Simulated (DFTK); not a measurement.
The system is Pb.

```
Pb
1.0
     0.00000    2.47502    2.47502
     2.47502    0.00000    2.47502
     2.47502    2.47502    0.00000
Pb
1
Cartesian
  0.0000 0.0000 0.0000
```

Base run:

| Item | Value |
| --- | --- |
| Program | DFTK 0.8.2 |
| Functional | LDA |
| Potentials or basis | cp2k.nc.sr.lda.v0_1.largecore.gth (LDA, GTH) |
| Cutoff | 735 eV |
| k mesh | 9 × 9 × 9 |
| Occupations | fermi-dirac, width 0.05 eV |
| Spin | no spin polarisation |

Its results: band gap on the k mesh none (metal or under the smearing width); pressure -3.2 GPa.

Task: The run is repeated on the same cell with these changes: potentials or basis from cp2k.nc.sr.lda.v0_1.largecore.gth (LDA, GTH) to SG15 1.2 (PBE); cutoff from 735 eV to 1225 eV; valence electrons from 4 to 14. What comes out?

Result: Band gap on the k mesh none (metal or under the smearing width); pressure -2.3 GPa.

Caveats: GTH potentials come without recommended cutoffs, and this one wasn't checked for convergence (some runs); the potentials were made for another functional, which shifts forces and pressure (some runs).

Not every run made on this cell is shown here.
